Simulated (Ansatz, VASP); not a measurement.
# Two plane-wave programs on K3HO

```xyz
5
Lattice="5.5233 0.0000 0.0000 0.0000 5.5233 0.0000 0.0000 0.0000 5.5233" Properties=species:S:1:pos:R:3 pbc="T T T"
H     0.0000    0.0000    0.0000
O     2.7616    2.7616    2.7616
K     2.7616    2.7616    0.0000
K     2.7616    0.0000    2.7616
K     0.0000    2.7616    2.7616
```

The cell comes from a database or a generator and needn't be the stable form of this composition.

Alike in both runs: task single point; functional PBE; k mesh 4 × 4 × 4; occupations gaussian, width 0.05 eV; no spin polarisation.

```csv
,VASP,Ansatz
version,VASP 6.6.1,Ansatz 0.2.0
potentials or method,"VASP PAW PBE potentials, release 64 (H, O, K_sv)","scalar-relativistic, plane waves, PAW"
plane-wave cutoff (eV),520,420
valence electrons in the cell,34,34
```

```tsv
	VASP	Ansatz	Ansatz less VASP
gap on the k mesh at the Fermi level (eV)	1.54	1.55	+0.011
least direct gap on the mesh (eV)	1.60	1.61	+0.010
pressure (GPa)	-2.2	-2.2	+0.03
```

A k mesh can miss the band edges. A hybrid or GW would open this gap; PBE tends to underestimate it.
